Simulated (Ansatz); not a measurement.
# NbTe2 monolayer (2H): following an unstable mode, part 2 of 3

Aim: this structure of NbTe2 monolayer (2H) is to be tested for unstable modes, and one is followed downhill.

Ansatz 0.2.0; DFT PBE, scalar-relativistic, plane waves, PAW.

So far, highest frequency on the path or at a solved wavevector (cm⁻¹): step 2 (the dispersion) 241. Also lowest frequency on the path (cm⁻¹): step 2 -85.3.

**6. Relaxing from the distorted cell**

Starting from the lowest point found, all atoms and the cell are let go, so that strain and other modes of the same symmetry can join in.

input.yaml reads:

```yaml
crystal:
  lattice:
    - [3.6941741295, 0.0, 0.0]
    - [1.0e-10, 6.3984972842, 0.0]
    - [0.0, 0.0, 31.0]
  atoms:
    - { symbol: Nb, position: [0.0, 0.3208303977, 0.3225806452] }
    - { symbol: Nb, position: [0.5, 0.845836269, 0.3225806452] }
    - { symbol: Te, position: [0.5, 0.1679338181, 0.3833790212] }
    - { symbol: Te, position: [0.0, 0.6653995152, 0.380567065] }
    - { symbol: Te, position: [0.5, 0.1679338181, 0.2617822692] }
    - { symbol: Te, position: [0.0, 0.6653995152, 0.2645942253] }
  periodic: [true, true, false]
kpoints:
  mp_grid: { grid: [10, 6, 1] }
hamiltonian:
  xc: pbe
scf:
  occupations: { method: methfessel_paxton, width: 0.15 }
output:
  forces: true
  stress: true
  eigenvalues: true
  write_density: true
  write_potential: true
  elf: true
  volumetric_format: npy
relax:
  adjacent_minimum: "off"
  f_tol: 0.002
  max_steps: 120
  cell: { stress_2d_tol: 0.005 }
```

Command:

```bash
> ansatz run input.yaml --threads 8 --pin off --max-ram 14336MiB --backend cpu --events-out ev --progress --plain --runs-dir out
```

Numbers of over 12 decimals in the logs are rounded to 6 here.

Output:

```text
[...]
Crystal: 6 atoms, lattice volume = 732.752 Å³
Basis set: ecut = 420 eV, 14391 PW (Γ), exchange–correlation on 50×90×432 points (8 copies of the dense FFT grid, shifted against one another)
Bands: 54, of which v1, the nominal top of the filled ones, is band 45 counted from 1 (44 counted from 0)
Symmetry: 4 space group operations
[...]
k-points: 24 of 60 (time reversal used)
[...]
SCF iter   1: F=—  HF=-37026.957678 eV  |F-HF|=—  |Δ(HF+E_count)|=         —  Δρ=3.05e-3  dr2=1.85e-1  ethr=1.77e-3  ⟨swp⟩=14.7  Hψ=7412  notcnv=0
[...]
SCF iter   9: F=-37026.952649 eV  HF=-37026.952649 eV  |F-HF|=2.63e-8  |Δ(HF+E_count)|=   9.66e-8  S|Δr|=    0.00e0  Δρ=8.59e-7  dr2=8.89e-9  ethr=1.11e-10  ⟨swp⟩=12.0  Hψ=9129  notcnv=0
SCF 1 converged in 9 iterations: F = -37026.952649 eV  dr2 = 8.89e-9
[...]
relax step   1: F+E_penalty+E_count = -37026.95264888 eV  Δ(F+E_penalty+E_count) = +0.000e0 eV  max|allowed force component| = 9.782e-2 eV/Å  Δτ_max = 0.0000 Å  P = +0.006 N/m  Ω = 732.752 Å³  fix = [c, alpha, beta]  reactions: c -0.000 N/m  (9 SCF iters, dr2 threshold 1.00e-7 eV, accepted)
Crystal: 6 atoms, lattice volume = 734.304 Å³
Basis set: ecut = 420 eV, 14387 PW (Γ), exchange–correlation on 50×90×432 points (8 copies of the dense FFT grid, shifted against one another)
[...]
iter 1 solved again at ethr=1.21e-5 eV; its pass at ethr=3.10e-3 eV (dr2=1.08e-2 eV) is discarded
[...]
SCF iter   7: F=-37026.953497 eV  HF=-37026.953497 eV  |F-HF|=1.74e-8  |Δ(HF+E_count)|=   3.48e-7  S|Δr|=    0.00e0  Δρ=2.97e-6  dr2=1.60e-7  ethr=6.64e-10  ⟨swp⟩=21.5  Hψ=13245  notcnv=0
SCF 2 converged in 7 iterations: F = -37026.953497 eV  dr2 = 1.60e-7
relax step   2: F+E_penalty+E_count = -37026.95349735 eV  Δ(F+E_penalty+E_count) = -8.485e-4 eV  max|allowed force component| = 8.685e-2 eV/Å  Δτ_max = 0.0268 Å  P = +0.043 N/m  Ω = 734.304 Å³  energy of the carried Pulay correction = -5.632e-5 eV  fix = [c, alpha, beta]  reactions: c +0.000 N/m  (7 SCF iters, dr2 threshold 5.98e-7 eV, accepted)
Crystal: 6 atoms, lattice volume = 733.209 Å³
[...]
SCF iter   6: F=-37026.954464 eV  HF=-37026.954464 eV  |F-HF|=3.71e-8  |Δ(HF+E_count)|=   2.63e-7  S|Δr|=    0.00e0  Δρ=1.82e-6  dr2=5.66e-8  ethr=5.24e-10  ⟨swp⟩=20.1  Hψ=12941  notcnv=0
SCF 3 converged in 6 iterations: F = -37026.954464 eV  dr2 = 5.66e-8
relax step   3: F+E_penalty+E_count = -37026.95446365 eV  Δ(F+E_penalty+E_count) = -9.663e-4 eV  max|allowed force component| = 1.980e-2 eV/Å  Δτ_max = 0.0069 Å  P = -0.000 N/m  Ω = 733.209 Å³  energy of the carried Pulay correction = -1.659e-5 eV  fix = [c, alpha, beta]  reactions: c -0.000 N/m  (6 SCF iters, dr2 threshold 4.71e-7 eV, accepted)
[...]
relax step   4: F+E_penalty+E_count = -37026.95450894 eV  Δ(F+E_penalty+E_count) = -4.529e-5 eV  max|allowed force component| = 3.823e-3 eV/Å  Δτ_max = 0.0028 Å  P = -0.003 N/m  Ω = 733.451 Å³  energy of the carried Pulay correction = -2.539e-5 eV  fix = [c, alpha, beta]  reactions: c -0.000 N/m  (6 SCF iters, dr2 threshold 2.45e-8 eV, accepted)
[...]
relax step   5: F+E_penalty+E_count = -37026.95452619 eV  Δ(F+E_penalty+E_count) = -1.726e-5 eV  max|allowed force component| = 5.003e-4 eV/Å  Δτ_max = 0.0012 Å  P = +0.001 N/m  Ω = 733.407 Å³  energy of the carried Pulay correction = -2.378e-5 eV  fix = [c, alpha, beta]  reactions: c -0.000 N/m  (9 SCF iters, dr2 threshold 9.14e-10 eV, accepted)
[...]
SCF iter   7: F=-37026.954548 eV  HF=-37026.954548 eV  |F-HF|=1.02e-10  |Δ(HF+E_count)|=  1.09e-10  S|Δr|=    0.00e0  Δρ=1.29e-9  dr2=1.81e-14  ethr=1.00e-12  ⟨swp⟩=10.9  Hψ=6762  notcnv=0
SCF 6 converged in 7 iterations: F = -37026.954548 eV  dr2 = 1.81e-14
relax step   6: F+E_penalty+E_count = -37026.95454769 eV  Δ(F+E_penalty+E_count) = -2.149e-5 eV  max|allowed force component| = 5.121e-4 eV/Å  Δτ_max = 0.0000 Å  P = +0.001 N/m  Ω = 733.407 Å³  fix = [c, alpha, beta]  reactions: c -0.000 N/m  stress off target by 3.34e-3 N/m on what of the cell is left free  SCF on the basis re-selected at this cell (its energy is not comparable with the rows above)  (7 SCF iters)
basis re-selected at this cell: Δ(F+E_penalty+E_count) = -2.149e-5 eV, ΔP = -0.000 N/m vs the last step (what re-selecting the basis moved, of the pressure what is left beyond the Pulay correction that the steps carried, after the strain that the cell walked since its last selection, with what the two solves' SCF thresholds leave and, on support functions, any second-order correction that the steps lacked; it is no m [...]
SCF converged after 7 iterations
[...]
Free energy (F): -37026.954548 eV
[...]
Internal energy: -37026.952123 eV  (E = F + TS)
E sigma→0 (E₀):  -37026.953942 eV
Entropy (-TS):   -0.002424 eV (-0.404 meV/atom)
Fermi energy:    -5.025403 eV
[...]
--- Forces (eV/Å), atoms counted from 1 ---
  atom   1  Nb    -0.00000000    -0.00004091    -0.00000000
  atom   2  Nb     0.00000000     0.00051205     0.00000000
  atom   3  Te     0.00000000     0.00006470     0.00004429
  atom   4  Te    -0.00000000    -0.00030027     0.00038159
  atom   5  Te     0.00000000     0.00006470    -0.00004429
  atom   6  Te    -0.00000000    -0.00030027    -0.00038159
  max |Σ_I F_I| component: 1.26e-8 eV/Å
--- 2D stress c σ (N/m, compression-positive) ---
       -0.000400       0.000000      -0.000000
        0.000000       0.003345       0.000000
       -0.000000       0.000000      -0.000000
  P = ½ c Tr σ = 0.0015 N/m
--- Band table (eV; the first three rows and the last of 24) ---
  k-point 0: bands = [... 41 lower, -5.4601, -5.4409, -5.3312, -5.3016, -4.7555, -3.0035, -2.7103, -2.0898, ... 5 higher]
  k-point 1: bands = [... 41 lower, -5.5744, -5.4698, -5.3982, -5.3561, -4.7843, -2.9967, -2.8338, -2.3384, ... 5 higher]
  k-point 2: bands = [... 41 lower, -5.8889, -5.6337, -5.5194, -5.4110, -4.9181, -3.0917, -2.9329, -2.6849, ... 5 higher]
  k-point 23: bands = [... 41 lower, -6.0622, -5.4898, -5.4116, -5.2579, -5.2369, -3.0698, -2.9431, -2.6394, ... 5 higher]
  ° read free of the cell's end (the report's vacuum.weakly_bound_levels)
--- Relaxed structure (5 steps of the walk, 5 accepted, 1 SCFs on fresh bases) ---
  F+E_penalty+E_count = -37026.95454769 eV   max|allowed force component| = 5.121e-4 eV/Å   (the final SCF, on the basis selected at the relaxed cell)
  cell:  # Å, volume = 733.4071 Å³
    - [3.684152, -2.8789198748781766e-11, 0]
    - [5.0180832247115714e-11, 6.421638, 0]
    - [0, 0, 31.0]
  atoms:
    - { symbol: Nb, position: [1.1625211192221883e-19, 0.323466, 0.322581] }
    - { symbol: Nb, position: [0.5, 0.844093, 0.322581] }
    - { symbol: Te, position: [0.5, 0.167623, 0.383149] }
    - { symbol: Te, position: [0, 0.665264170422, 0.380644] }
    - { symbol: Te, position: [0.5, 0.167623, 0.262013] }
    - { symbol: Te, position: [0, 0.665264170422, 0.264517] }
```

Wall time 100 s (8 threads of Arm Neoverse V2, shared host); peak memory 2.3 GiB; 13 min of CPU time.

The steps of the relaxation:

| step | energy less that of the first step (eV) | largest force component (eV/Å) | volume (Å³) |
| --- | --- | --- | --- |
| 1 | 0.0000 | 0.0978 | 732.75 |
| 2 | -0.0008 | 0.0868 | 734.30 |
| 3 | -0.0018 | 0.0198 | 733.21 |
| 4 | -0.0019 | 0.0038 | 733.45 |
| 5 | -0.0019 | 0.0005 | 733.41 |
| 6* | -0.0019 | 0.0005 | 733.41 |

Relaxation steps marked * repeat the geometry before them on a plane-wave basis chosen anew for their cell, so energy and pressure can jump there.

Forces are held to the 4 operations that the run works with; a distortion that breaks them can't arise in this run.

```
cell as run  before  after  change
      a (Å)   3.694  3.684  -0.3 %
      b (Å)   6.398  6.422  +0.4 %
```

The atoms that moved most (Å, along periodic axes as changes of fractional coordinates times the final cell, across vacuum about the mean position):

```csv
atom,dx,dy,dz,length
Nb1,0.000,0.017,0.000,0.017
Nb2,0.000,-0.011,0.000,0.011
Te3,0.000,-0.002,-0.007,0.007
Te5,0.000,-0.002,0.007,0.007
```

The relaxed structure:

```xyz
6
Lattice="3.6842 0.0000 0.0000 0.0000 6.4216 0.0000 0.0000 0.0000 31.0000" Properties=species:S:1:pos:R:3
Nb    0.0000    2.0772   10.0000
Nb    1.8421    5.4205   10.0000
Te    1.8421    1.0764   11.8776
Te    0.0000    4.2721   11.8000
Te    1.8421    1.0764    8.1224
Te    0.0000    4.2721    8.2000
```

Numbers from this step:

| Item | Value |
| --- | --- |
| area per atom | 3.943 Å² |

Electrostatic potential energy in the bc plane at fractional x = 0.000, with atoms of Nb and Te within 0.2 Å of it. With pseudopotentials it is smooth inside the atoms' cores, unlike the true potential.

Ten even steps from '_' (-21 eV) to '@' (0 eV), each cell a mean:
```
@@@@@@@@@@@@@@@@@@@@@@@@@@@@@@@@@@@@
@@@@@@@@@@@@@@@@@@@@@@@@@@@@@@@@@@@@
@@@@@@@@@@@@@@@@@@@@@@@@@@@@@@@@@@@@
@@@@@@@@@@@@@@@@@@@@@@@@@@@@@@@@@@@@
@@@@@@@@@@@@@@@@@@@@@@@@@@@@@@@@@@@@
@@@@@@@@@@@@@@@@@@@@@@@@@@@@@@@@@@@@
@@@@@@@@@@@@@@@@@@@@@@@@@@@@@@@@@@@@
@@@@@@@@@@@@@@@@@@@@@@@@@@@@@@@@@@@@
@@@@@@@@@@@@@@@@@@@@@@@@@@@@@@@@@@@@
@@@@@@@@@@@@@@@@@@@@@@@@@@@@@@@@@@@@
@@@@@@@@@@@@@@@@@@@@@@@@@@@@@@@@@@@@
@@@@@@@@@@@@@@@@@@@@@@@@@@@@@@@@@@@@
@@@@@@@@@@@@@@@@@@@@@@@@@@@@@@@@@@@@
@@@@@@@@@@@@@@@@@@@@%%%%%%%%@@@@@@@@
@@@@@@@@@@@@@@@@##----**##++::++%%@@
@@@@##++--::::::====--++++====##%%@@
@@%%**::________::++**++++**##%%%%@@
@@@@@@%%%%%%##%%**::--%%@@**..++%%@@
@@@@@@@@@@@@@@@@@@##**++++++**%%@@@@
@@@@@@@@@@@@@@@@@@@@@@@@@@@@@@@@@@@@
@@@@@@@@@@@@@@@@@@@@@@@@@@@@@@@@@@@@
@@@@@@@@@@@@@@@@@@@@@@@@@@@@@@@@@@@@
@@@@@@@@@@@@@@@@@@@@@@@@@@@@@@@@@@@@
@@@@@@@@@@@@@@@@@@@@@@@@@@@@@@@@@@@@
```
Columns run along b (6.4 Å; values clipped at the 3rd and 97th percentile), rows up along c (31.0 Å). Atoms in or near the plane, at fractional coordinates: Nb at (0.32, 0.32), Te at (0.67, 0.38), Te at (0.67, 0.26).

ELF in the bc plane at fractional x = 0.000, with atoms of Nb and Te within 0.2 Å of it. It is the smooth field of the valence electrons, not physical close to the nuclei.

Ten even steps from '0' (0.00) to '9' (0.77), each cell a mean:
```
000000000000000000
000000000000000000
000000000000000000
000000000000000000
000000000000000000
000000000000000000
000000000000000000
000000000000000000
000000000000000000
000000000000000000
000000000000000000
000000000000000000
000000000012221000
000000002699998410
011221137752246740
222245555664456642
322476675454455543
012222137741125741
000000014899899720
000000000245553100
000000000000000000
000000000000000000
000000000000000000
000000000000000000
```
Columns run along b (6.4 Å), rows up along c (31.0 Å). Atoms in or near the plane, at fractional coordinates: Nb at (0.32, 0.32), Te at (0.67, 0.38), Te at (0.67, 0.26).

Valence density in the bc plane at fractional x = 0.000, with atoms of Nb and Te within 0.2 Å of it. It is the smooth field of the valence electrons, not physical close to the nuclei.

Ten steps, logarithmic in the rise over the least value, from '_' (0 e/Å³) to '@' (10 e/Å³), each cell a mean:
```
____________________________________
____________________________________
____________________________________
____________________________________
____________________________________
____________________________________
____________________________________
____________________________________
____________________________________
____________________________________
____________________________________
____________________________________
____________________________________
____________________..........______
____............::--**@@@@%%++::..__
......--++****++----==**##++--::....
....::==**######==----------::::....
__............::::==**@@@@%%++--....
________________....--====--::..____
____________________________________
____________________________________
____________________________________
____________________________________
____________________________________
```
Columns run along b (6.4 Å), rows up along c (31.0 Å). Atoms in or near the plane, at fractional coordinates: Nb at (0.32, 0.32), Te at (0.67, 0.38), Te at (0.67, 0.26).

The distorted start has space group Pmm2; the relaxation ends in Pmm2.

**7. The new phase in its own primitive cell**

The relaxed structure is symmetrised, reduced to its primitive cell and relaxed tightly, as its phonons need.

input.yaml reads:

```yaml
crystal:
  lattice:
    - [3.6841522052, 0.0, 0.0]
    - [1.0e-10, 6.4216383684, 0.0]
    - [0.0, 0.0, 31.0]
  atoms:
    - { symbol: Nb, position: [0.0, 0.3234656569, 0.3225806452] }
    - { symbol: Nb, position: [0.5, 0.8440932264, 0.3225806452] }
    - { symbol: Te, position: [0.5, 0.1676230546, 0.383148718] }
    - { symbol: Te, position: [0.0, 0.6652641704, 0.380644051] }
    - { symbol: Te, position: [0.5, 0.1676230546, 0.2620125724] }
    - { symbol: Te, position: [0.0, 0.6652641704, 0.2645172394] }
  periodic: [true, true, false]
kpoints:
  mp_grid: { grid: [10, 6, 1] }
hamiltonian:
  xc: pbe
scf:
  occupations: { method: methfessel_paxton, width: 0.15 }
output:
  forces: true
  stress: true
  eigenvalues: true
relax:
  adjacent_minimum: "off"
  f_tol: 0.001
  max_steps: 60
  cell: { stress_2d_tol: 0.002 }
```

Output:

```text
[...]
Crystal: 6 atoms, lattice volume = 733.407 Å³
Basis set: ecut = 420 eV, 14387 PW (Γ), exchange–correlation on 50×90×432 points (8 copies of the dense FFT grid, shifted against one another)
Bands: 54, of which v1, the nominal top of the filled ones, is band 45 counted from 1 (44 counted from 0)
Symmetry: 4 space group operations
[...]
k-points: 24 of 60 (time reversal used)
[...]
cell:  # Å, volume = 733.4272 Å³
    - [3.684083, -2.8684918649582534e-11, 0.0]
    - [5.000230680665437e-11, 6.421935, 0.0]
    - [0.0, 0.0, 31.0]
  atoms:
    - { symbol: Nb, position: [0, 0.323468, 0.322581] }
    - { symbol: Nb, position: [0.5, 0.844109, 0.322581] }
    - { symbol: Te, position: [0.500000, 0.167625, 0.383149] }
    - { symbol: Te, position: [0, 0.665253, 0.380645] }
    - { symbol: Te, position: [0.500000, 0.167625, 0.262012] }
    - { symbol: Te, position: [0, 0.665253, 0.264516] }
[key lines of the parts left out:]
SCF converged after 10 iterations
Free energy (F): -37026.954547 eV
Fermi energy:    -5.025391 eV
P = ½ c Tr σ = -0.0008 N/m
```

The job ended after 49 s (8 threads; peak memory 2.2 GiB).

Little changed from the start: no atom moved by 0.005 Å and no cell edge by 0.1 %.

The largest force component left is 0.53 meV/Å, within the tolerances set.

(Continued in part 3 of 3.)

[Logs are printed without paths, hosts, clocks, repeated set-up lines and the standing remarks that a program may print on its own settings, such as how far it seeks lower states.]

[Hosts, paths, dates, database ids (printed as entryN), source tags and the programs' standing remarks are cut or masked in the printed files.]
